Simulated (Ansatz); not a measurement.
## Property card for FeSi

Theory: Ansatz, DFT PBE, scalar-relativistic, plane waves, PAW.

Plane waves to 420 eV, a k mesh through Γ of 8×8×8 on the computed 8-atom cell and Gaussian smearing (0.01 eV); no spin polarisation.

The structure is relaxed at this level of theory with its symmetry kept.

```
CELL_PARAMETERS angstrom
4.44803 0.00000 0.00000
0.00000 4.44803 0.00000
0.00000 0.00000 4.44803
ATOMIC_POSITIONS crystal
Fe 0.13599 0.13599 0.13599
Fe 0.36401 0.86401 0.63599
Fe 0.63599 0.36401 0.86401
Fe 0.86401 0.63599 0.36401
Si 0.84072 0.84072 0.84072
Si 0.65928 0.15928 0.34072
Si 0.34072 0.65928 0.15928
Si 0.15928 0.34072 0.65928
```

* Space group: P2_13 (No. 198)
* Volume per atom: 11.00 Å³
* Formation energy from the elements' standard states (uncorrected): -0.511 eV/atom
* Kohn–Sham band gap: 0.15 eV, indirect from (-0.078, -0.089, 0.286) to (0.000, 0.323, 0.214)
* Löwdin character of the top 1 eV of the valence band: Fe 3d 92 %
* Löwdin character of the lowest 1 eV of the conduction band: Fe 3d 87 %, Si 3p 9 % (semilocal functionals without a Hubbard U place empty 3d levels too low)
* Electron masses at the edge by Cartesian direction of the standard setting (m_e; degenerate bands sorted by energy; no spin-orbit coupling): x: 8.0; y: 1.7; z: 1.3
* Hole masses at the edge by Cartesian direction of the standard setting (m_e; degenerate bands sorted by energy; no spin-orbit coupling): x: 2.7; y: 2.7; z: 5.1
* Bulk modulus: 217 GPa
* Its pressure derivative: 4.8
* Electronic dielectric constant xx, yy, zz of the standard setting (independent particles): 84.8, 84.8, 84.8
* Bader charges (e): Fe (4 in the cell) -0.30, Si (4 in the cell) 0.30

A ferromagnetic start lost its moments in a first run, so spin was left out; other magnetic orders weren't tried.

Cost: 12 runs of about 27 core-minutes in all, on Arm Neoverse V1 (shared hosts).